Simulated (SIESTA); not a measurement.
# Pd in SIESTA: the effect of basis

Pd:

```
Pd
1.0
     2.78367    0.00000    0.00000
    -1.39183    2.41072    0.00000
     0.00000    0.00000    4.62889
Pd
2
Direct
  0.33333 0.66667 0.25000
  0.66667 0.33333 0.75000
```

This isn't the form of Pd at room conditions, which is fcc.

Alike in all runs:

- Program: SIESTA 5.4.2
- Task: band structure
- Functional: PBEsol
- Potentials or basis: PseudoDojo 0.4 standard (PBEsol files)
- Grid cutoff: 800 Ry
- Energy shift: 0.003 Ry
- k mesh: 11 × 11 × 6
- Occupations: fermi-dirac, width 0.05 eV
- Spin: no spin polarisation

Question: One run gave: pressure -4.1 GPa. Which basis did it use?
A. SZP
B. DZP
C. SZ
D. TZP
E. TZDP

Answer: C.

```tsv
basis	pressure (GPa)
SZ	-4.1
SZP	-12.5
DZ	-12.1
DZP	-9.3
TZP	-9.1
TZDP	-9.0
```

Caveats: the basis of atomic orbitals isn't converged, which shifts pressures, moduli and gaps; the basis has no polarisation orbitals (some runs).

Runs at the PBE level aren't shown here.
